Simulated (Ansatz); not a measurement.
BaTiO3, 5 atoms in the cell. Symmetry: P4mm, No. 99, tetragonal system. Conventional cell: a = 4.000 Å, b = 4.000 Å, c = 4.018 Å, α = 90.00°, β = 90.00°, γ = 90.00°. Around Ba (site symmetry 4mm) lie 12 O at 2.79 to 2.88 Å. Ti (site symmetry 4mm) is surrounded by 6 O at 1.89 to 2.13 Å. O (site symmetry 2mm) is surrounded by 2 Ti at 2.00 Å. Around O (site symmetry 4mm) lie 2 Ti at 1.89 to 2.13 Å. 

```yaml
Program: Ansatz 0.2.0
Task: band structure
Functional: PBE
Potentials_or_basis: Ansatz PAW
Cutoff: "420 eV (not typed: the program's choice for these potentials)"
k_mesh: 7 × 7 × 7
Occupations: fermi-dirac, width 0.05 eV
Spin: no spin polarisation
Hubbard_terms: Ti d U = 4 eV
Path: "[[\"G\", \"X\", \"M\", \"G\", \"Z\", \"R\", \"A\", \"Z\"], [\"X\", \"R\"], [\"M\", \"A\"]]"
Points_for_each_segment_of_the_path: 14
Hubbard_projectors: ortho-atomic (the default)
Double_counting: fll (the default)
```

Potentials or basis: Ansatz PAW.

Command:

```bash
$ ansatz run input.yaml --threads 2 --pin off --max-ram 5632MiB --backend cpu --events-out ev --progress --plain --runs-dir out
```

Hardware: 2 threads of Arm Neoverse V1, with other jobs on the host.

How long does it take, and how much memory?

It took 26 s on 2 threads of Arm Neoverse V1, on a shared host, peak memory 0.49 GiB. Counts: scf iterations 10, plane waves 1237, k points 40, bands 32.
